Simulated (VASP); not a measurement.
A run of VASP 6.6.1 is set up as follows.

Contents of INCAR:

```
SYSTEM = Sb
PREC = Accurate ; ENCUT = 520
EDIFF = 1E-6 ; ISMEAR = -1
SIGMA = 0.1 ; LREAL = .False.
LASPH = .True. ; NELM = 100
ALGO = Fast ; ISIF = 2
LWAVE = .False. ; LCHARG = .False.
GGA = RE ; NBANDS = 8
```

Contents of KPOINTS:

```
regular mesh
0
Gamma
  13 13 13
  0 0 0
```

Contents of POSCAR:

```
Sb
1.0
    0.0000000000      2.3745683975      2.3745683975
    2.3745683975      0.0000000000      2.3745683975
    2.3745683975      2.3745683975      0.0000000000
Sb
1
Direct
    0.0000000000      0.0000000000      0.0000000000
```

Potentials or basis: VASP PAW PBE potentials, release 64 (Sb).

The run is started by

```sh
$ cat potpaw_PBE.64/Sb/POTCAR > POTCAR
$ mpirun -np 1 vasp_std > vasp.out
```

**Question.** Predict the pressure.

**Answer.** 2.4 GPa.

**Question.** Predict the band gap on the k mesh.

**Answer.** None (metal or under the smearing width).

Caveat: the PAW data sets were made with another functional, which shifts forces and pressure a little. Spin-orbit coupling is left out, which matters for the levels of Sb.
